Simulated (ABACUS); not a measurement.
# LiCl (Fm-3m) in ABACUS: further runs

Runs on LiCl. Level: PBE. Tasks: single point.

Everything below comes from runs of ABACUS 3.10.1. Logs are shortened: lines on timing, memory, paths and dates and some standing lists are left out, and cuts for length are marked.

## 1. Starting point

It takes space group Fm-3m (No. 225, cubic). Conventional cell: a = 5.130 Å, b = 5.130 Å, c = 5.130 Å, α = 90.00°, β = 90.00°, γ = 90.00°. Around Cl (site symmetry m-3m) lie 6 Li at 2.56 Å. Li (site symmetry m-3m) has 6 Cl at 2.56 Å as nearest neighbours.

## 2. Single point, PBE

INPUT

```
INPUT_PARAMETERS
suffix              LiCl
calculation         scf
basis_type          pw
pseudo_dir          ./
symmetry            1
dft_functional      pbe
ecutwfc             97
pseudo_rcut         10
nspin               1
nbands              15
ks_solver           dav
smearing_method     fd
smearing_sigma      0.00367493
scf_thr             1e-08
scf_nmax            100
mixing_type         broyden
mixing_beta         0.7
cal_force           1
cal_stress          1
out_chg             1
kpar                4
```

STRU

```
ATOMIC_SPECIES
Cl 35.4500 Cl.upf
Li 6.9400 Li.upf

LATTICE_CONSTANT
1.8897261246

LATTICE_VECTORS
0.0000000000 2.5647700000 2.5647700000
2.5647700000 0.0000000000 2.5647700000
2.5647700000 2.5647700000 0.0000000000

ATOMIC_POSITIONS
Direct

Cl
0.0
1
0.5000000000 0.5000000000 0.5000000000 1 1 1

Li
0.0
1
0.0000000000 0.0000000000 0.0000000000 1 1 1
```

KPT

```
K_POINTS
0
Gamma
7 7 7 0 0 0
```

Potentials or basis: PseudoDojo NC SR 0.5 PBE stringent, plane waves.

Started as:

```sh
> OMP_NUM_THREADS=1 mpirun -np 4 abacus > log
```

running log:

```text
ABACUS v3.10.1

               Atomic-orbital Based Ab-initio Computation at UStc

 ------------------------------------------------------------------------------------

 READING GENERAL INFORMATION
                           global_out_dir = OUT.LiCl/
                           global_in_card = INPUT
                               pseudo_dir = ./
                              orbital_dir =
                                    DSIZE = 4
                                    GSIZE = 1

 READING UNITCELL INFORMATION
                                    ntype = 2
                  lattice constant (Bohr) = 1.88973
              lattice constant (Angstrom) = 1

 READING ATOM TYPE 1
                               atom label = Cl
                      L=0, number of zeta = 1
                      L=1, number of zeta = 1
                      L=2, number of zeta = 1
             number of atom for this type = 1

 READING ATOM TYPE 2
                               atom label = Li
                      L=0, number of zeta = 1
                      L=1, number of zeta = 1
                      L=2, number of zeta = 1
             number of atom for this type = 1

                        TOTAL ATOM NUMBER = 2
DIRECT COORDINATES
    atom                   x                   y                   z     mag                  vx                  vy                  vz
taud_Cl1            0.5000000000        0.5000000000        0.5000000000  0.0000        0.0000000000        0.0000000000        0.0000000000
taud_Li1            0.0000000000        0.0000000000        0.0000000000  0.0000        0.0000000000        0.0000000000        0.0000000000

                          Volume (Bohr^3) = 227.705
                             Volume (A^3) = 33.7423

 Lattice vectors: (Cartesian coordinate: in unit of a_0)
                   +0            +2.56477            +2.56477
             +2.56477                  +0            +2.56477
             +2.56477            +2.56477                  +0
 Reciprocal vectors: (Cartesian coordinate: in unit of 2 pi/a_0)
            -0.194949           +0.194949           +0.194949
            +0.194949           -0.194949           +0.194949
            +0.194949           +0.194949           -0.194949
 The esolver type has been set to : ksdft_pw

                PAO radial cut off (Bohr) = 10

 Read in pseudopotential file is Cl.upf
                     pseudopotential type = NC
          exchange-correlation functional = PBE
                 nonlocal core correction = 1
                        valence electrons = 7
                                     lmax = 2
                           number of zeta = 2
                     number of projectors = 6
                           L of projector = 0
[... 179 lines left out ...]
     dq(describe PAO in reciprocal space) = 0.01
                                    max q = 1186

 number of pseudo atomic orbitals for Cl is 2

 number of pseudo atomic orbitals for Li is 2
WARNING: norm of atomic wavefunction # 2 of atomic type Li is 0.997717, renormalized

 -------------------------------------------
 SELF-CONSISTENT
 -------------------------------------------
                                 init_chg = atomic

 PW ALGORITHM --------------- ION=   1  ELEC=   1--------------------------------
 Notice: Threshold on eigenvalues was too large.
 hsover_error=0.1 > DRHO=0.0221758
 Origin diag ethr = 0.01
 New diag ethr = 0.000221758

 Density error is 0.0218610242408
                          Error Threshold = 0.000221758111939
----------------------------------------------------------
     Energy           Rydberg                 eV
----------------------------------------------------------
 E_KohnSham     -47.6761612099       -648.6674512214
 E_Harris       -47.3510517311       -644.2441098363
 E_Fermi        0.3472826528         4.7250228952
----------------------------------------------------------
[... 51 lines left out ...]
 Density error is 2.17780405589e-09
                          Error Threshold = 6.33286966533e-10
----------------------------------------------------------
     Energy           Rydberg                 eV
----------------------------------------------------------
 E_KohnSham     -47.6809425963       -648.7325053208
 E_KS(sigma->0) -47.6809425963       -648.7325053208
 E_Harris       -47.6808312743       -648.7309907075
 E_band         -7.6197395691        -103.6718754152
 E_one_elec     -10.8160736460       -147.1602315728
 E_Hartree      7.8353685649         106.6056584128
 E_xc           -12.5453740381       -170.6885704594
 E_Ewald        -32.1548634772       -437.4893617014
 E_entropy(-TS) 0.0000000000         0.0000000000
 E_descf        0.0000000000         0.0000000000
 E_exx          0.0000000000         0.0000000000
 E_Fermi        0.3332358647         4.5339065380
----------------------------------------------------------

 charge density convergence is achieved
 final etot is -648.73250532 eV
 EFERMI = 4.533906538 eV

 STATE ENERGY(eV) AND OCCUPATIONS    NSPIN == 1
 1/5 kpoint (Cartesian) = 0.0000 0.0000 0.0000 (3695 pws)
       1       -41.8223     0.00583090
       2       -11.7409     0.00583090
       3        1.65579     0.00583090
       4        1.65579     0.00583090
       5        1.65579     0.00583090
       6        7.98367    6.33045e-33
       7        13.4529    1.97720e-80
       8        13.4529    1.97720e-80
       9        13.4529    1.97720e-80
      10        15.9920        0.00000
      11        15.9920        0.00000
      12        16.1944        0.00000
      13        16.1944        0.00000
      14        16.1944        0.00000
      15        18.1882        0.00000
[... 55 lines left out ...]
       3        1.05498      0.0349854
       4        1.42378      0.0349854
       5        1.42378      0.0349854
       6        8.88997    5.09999e-40
       7        12.3066    1.07398e-69
       8        12.7208    2.71464e-73
       9        13.6054    5.61874e-81
      10        13.6054    5.61874e-81
      11        16.3077        0.00000
      12        17.3158        0.00000
      13        17.3158        0.00000
      14        20.1727        0.00000
      15        20.4871        0.00000

------------------------------------------------------------------------------------------
 TOTAL-FORCE (eV/Angstrom)
------------------------------------------------------------------------------------------
                       Cl1         0.0000000000         0.0000000000         0.0000000000
                       Li1         0.0000000000         0.0000000000         0.0000000000
------------------------------------------------------------------------------------------

----------------------------------------------------------------
 TOTAL-STRESS (KBAR)
----------------------------------------------------------------
         3.7786452512        -0.0000000000        -0.0000000000
        -0.0000000000         3.7786452512         0.0000000000
        -0.0000000000         0.0000000000         3.7786452512
----------------------------------------------------------------
 TOTAL-PRESSURE: 3.778645 KBAR

 --------------------------------------------
 !FINAL_ETOT_IS -648.7325053208469399 eV
 --------------------------------------------
```

stdout:

```text
ABACUS v3.10.1Total thread number: 4,Local thread limit: 256

               Atomic-orbital Based Ab-initio Computation at UStc

[... 34 lines left out ...]
 TOTAL-STRESS (KBAR)
----------------------------------------------------------------
         3.7786452512        -0.0000000000        -0.0000000000
        -0.0000000000         3.7786452512         0.0000000000
        -0.0000000000         0.0000000000         3.7786452512
----------------------------------------------------------------
 TOTAL-PRESSURE: 3.778645 KBAR
```

Run time: 5.7 s. Hardware: 4 MPI ranks of AMD EPYC 7R43 (Zen 3), shared host; peak memory 0.36 GiB.

Results:

* Free energy: -648.7325 eV
* Pressure: 0.4 GPa
* Band gap on the k mesh: 6.33 eV, direct

Levels at points of the mesh, in eV from the valence-band top:
| k point | band 1 | band 2 | band 3 | band 4 | band 5 | band 6 | band 7 | band 8 | band 9 | band 10 |
| --- | --- | --- | --- | --- | --- | --- | --- | --- | --- | --- |
| (0.00, 0.00, 0.00) | -43.48 | -13.40 | 0.00 | 0.00 | 0.00 | 6.33 | 11.80 | 11.80 | 11.80 | 14.34 |

Caveat: an odd mesh through Γ misses points on the zone boundary, where band edges often lie.

## 3. Single point, PBE

INPUT

```
INPUT_PARAMETERS
suffix              LiCl
calculation         scf
basis_type          lcao
pseudo_dir          ./
orbital_dir         ./
symmetry            1
dft_functional      pbe
ecutwfc             100
pseudo_rcut         10
nspin               1
nbands              9
ks_solver           genelpa
smearing_method     fd
smearing_sigma      0.00367493
scf_thr             1e-07
scf_nmax            100
mixing_type         broyden
mixing_beta         0.7
cal_force           1
cal_stress          1
out_mul             1
```

STRU: that of step 2 with these lines changed.

```diff
@@ -3,2 +3,6 @@
 Li 6.9400 Li.upf
+
+NUMERICAL_ORBITAL
+Cl_confined-atom_7au_2s2p1d.orb
+Li_confined-atom_8au_3s1p.orb
```

KPT

```
K_POINTS
0
Gamma
9 9 9 0 0 0
```

Potentials or basis: PseudoDojo NC SR 0.4.1 PBE standard, DZP LCAO (the cutoffs set its grid).

Started as:

```sh
> OMP_NUM_THREADS=1 mpirun -np 4 abacus > log
```

Run time: 2.5 s. Hardware: 4 MPI ranks of INTEL XEON PLATINUM 8581C at 2.10GHz (Emerald Rapids), shared host; peak memory 0.4 GiB.

Results (log left out):

```yaml
Free_energy: -645.8449 eV
Pressure: 0.9 GPa
Band_gap_on_the_k_mesh: 6.60 eV, direct
Mulliken_charges: Cl -0.64; Li +0.64 e
```

Levels at points of the mesh, in eV from the valence-band top:
| k point | band 1 | band 2 | band 3 | band 4 | band 5 | band 6 | band 7 | band 8 | band 9 |
| --- | --- | --- | --- | --- | --- | --- | --- | --- | --- |
| (0.00, 0.00, 0.00) | -43.61 | -13.41 | 0.00 | 0.00 | 0.00 | 6.60 | 13.10 | 13.10 | 13.10 |

Caveat: the atomic orbitals were generated for these runs and aren't a published set; Mulliken charges move with the basis; an odd mesh through Γ misses points on the zone boundary, where band edges often lie; the basis of atomic orbitals isn't converged, which shifts pressures, moduli and gaps.

## 4. Single point, PBE (atoms moved at random, drawn with an rms of 0.05 Å)

INPUT is that of step 3.

STRU: that of step 3 with these lines changed.

```diff
@@ -22,3 +22,3 @@
 1
-0.5000000000 0.5000000000 0.5000000000 1 1 1
+0.4943580000 0.5200880000 0.4815940000 1 1 1
 
@@ -27,2 +27,2 @@
 1
-0.0000000000 0.0000000000 0.0000000000 1 1 1
+0.0073810000 -0.0227180000 0.0035870000 1 1 1
```

KPT is that of step 3.

Started as:

```sh
> OMP_NUM_THREADS=1 mpirun -np 4 abacus > log
```

Run time: 4.8 s. Hardware: 4 MPI ranks of INTEL XEON PLATINUM 8581C at 2.10GHz (Emerald Rapids), shared host; peak memory 0.48 GiB.

Results (log left out):

```
Free energy            : -645.8376 eV
Pressure               : 1.1 GPa
Largest force          : 0.114 eV/Å
Band gap on the k mesh : 6.58 eV, direct
Mulliken charges       : Cl -0.64; Li +0.64 e
```

Forces in eV/Å, atoms in the order of the input:
```
Cl  -0.045  0.081 -0.067
Li   0.045 -0.081  0.067
```

Stress tensor (GPa, compression positive):
```
 1.00  0.02 -0.01
 0.02  1.24  0.03
-0.01  0.03  1.13
```

Levels at points of the mesh, in eV from the valence-band top:
| k point | band 1 | band 2 | band 3 | band 4 | band 5 | band 6 | band 7 | band 8 | band 9 |
| --- | --- | --- | --- | --- | --- | --- | --- | --- | --- |
| (0.00, 0.00, 0.00) | -43.61 | -13.42 | -0.03 | -0.02 | 0.00 | 6.58 | 12.78 | 12.93 | 13.03 |

Caveat: the atomic orbitals were generated for these runs and aren't a published set; Mulliken charges move with the basis; an odd mesh through Γ misses points on the zone boundary, where band edges often lie; the basis of atomic orbitals isn't converged, which shifts pressures, moduli and gaps.

## 5. Single point, PBE

INPUT: that of step 4 with these lines changed.

```diff
@@ -11,3 +11,3 @@
 nspin               1
-nbands              9
+nbands              6
 ks_solver           genelpa
```

STRU

```
ATOMIC_SPECIES
Cl 35.4500 Cl.upf
Li 6.9400 Li.upf

NUMERICAL_ORBITAL
Cl_confined-atom_7au_1s1p.orb
Li_confined-atom_8au_2s.orb

LATTICE_CONSTANT
1.8897261246

LATTICE_VECTORS
0.0000000000 2.5647700000 2.5647700000
2.5647700000 0.0000000000 2.5647700000
2.5647700000 2.5647700000 0.0000000000

ATOMIC_POSITIONS
Direct

Cl
0.0
1
0.5000000000 0.5000000000 0.5000000000 1 1 1

Li
0.0
1
0.0000000000 0.0000000000 0.0000000000 1 1 1
```

KPT is that of step 4.

Potentials or basis: PseudoDojo NC SR 0.4.1 PBE standard, SZ LCAO (the cutoffs set its grid).

Started as:

```sh
> OMP_NUM_THREADS=1 mpirun -np 4 abacus > log
```

It took 1.7 s on 4 MPI ranks of INTEL XEON PLATINUM 8581C at 2.10GHz (Emerald Rapids), shared host; peak memory 0.36 GiB.

The run converged, but some of its settings lie outside the range that counts as converged, so its numbers aren't taken as properties of the crystal.

What came out:

```yaml
Free_energy: -644.8232 eV
Pressure: 4.4 GPa
Band_gap_on_the_k_mesh: 5.99 eV, direct
Mulliken_charges: Cl -0.66; Li +0.66 e
```

Caveat: the atomic orbitals were generated for these runs and aren't a published set; Mulliken charges move with the basis; the basis of atomic orbitals isn't converged, which shifts pressures, moduli and gaps.

## 6. Overview

| potentials or basis | cell | k mesh | cutoff (eV) | SCF threshold on the density | eigensolver | gap on the mesh (eV) | pressure (GPa) |
| --- | --- | --- | --- | --- | --- | --- | --- |
| PseudoDojo NC SR 0.5 PBE stringent, plane waves | as given | 7 × 7 × 7 | 1320 | 1e-08 | dav | 6.33 | 0.4 |
| PseudoDojo NC SR 0.4.1 PBE standard, DZP LCAO (the cutoffs set its grid) | as given | 9 × 9 × 9 | 1361 | 1e-07 | genelpa | 6.60 | 0.9 |
| PseudoDojo NC SR 0.4.1 PBE standard, DZP LCAO (the cutoffs set its grid) | atoms moved at random, drawn with an rms of 0.05 Å | 9 × 9 × 9 | 1361 | 1e-07 | genelpa | 6.58 | 1.1 |

Alike in all rows: task single point; level PBE; no spin polarisation; smearing fermi-dirac 0.05 eV.

Caveats: an odd mesh through Γ misses points on the zone boundary, where band edges often lie; the atomic orbitals were generated for these runs and aren't a published set (some runs); the basis of atomic orbitals isn't converged, which shifts pressures, moduli and gaps (some runs).

Total energies depend on the potentials used, so only differences within one code and one set of settings carry meaning.
